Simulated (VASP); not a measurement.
## Co: single point with PBE

Crystal: Co.

```
Co
1.0
     2.47200    0.00000    0.00000
    -1.23600    2.14081    0.00000
     0.00000    0.00000    4.02114
Co
2
Direct
  0.66667 0.33333 0.75000
  0.33333 0.66667 0.25000
```

```yaml
Program: VASP 6.6.1
Task: single point
Functional: PBE
Potentials_or_basis: VASP PAW PBE potentials, release 64 (Co)
Cutoff: 520 eV
k_mesh: 12 × 12 × 7
Occupations: gaussian, width 0.1 eV
Spin: collinear spin, ferromagnetic start
Starting_moments: "[2.0, 2.0] μB"
Further_INCAR_settings: ALGO = Fast; EDIFF = 1e-06; NBANDS = 20
```

The pressure is 3.9 GPa, the band gap on the k mesh is none (metal or under the smearing width) and the net moment is 3.20 μB per cell. The site moments are Co +1.61 μB and the valence electrons inside the program's atomic spheres are Co 8.31.

Stress tensor (GPa, compression positive):
```
4.85 0.00 0.00
0.00 4.85 0.00
0.00 0.00 1.97
```

Levels at points of the mesh, in eV from the Fermi level:
Spin up:
```csv
k point,band 7,band 8,band 9,band 10,band 11,band 12,band 13,band 14,band 15,band 16
"(0.00, 0.00, 0.00)",-2.29,-1.91,-1.91,-0.80,-0.80,-0.14,6.45,22.23,25.04,25.04
"(0.50, 0.00, 0.00)",-2.21,-0.65,-0.58,-0.50,1.38,3.44,9.81,10.49,12.89,14.19
```
Spin down:
```csv
k point,band 4,band 5,band 6,band 7,band 8,band 9,band 10,band 11
"(0.00, 0.00, 0.00)",-0.98,-0.98,-0.61,-0.61,-0.20,-0.15,-0.15,1.07
"(0.50, 0.00, 0.00)",-1.85,-1.12,-1.08,-0.65,1.23,1.33,1.39,2.60
```

Run time: 50 s on 1 thread of Intel(R) Xeon(R) Platinum 8488C (Sapphire Rapids), with other jobs on the host, peak memory 0.16 GiB.
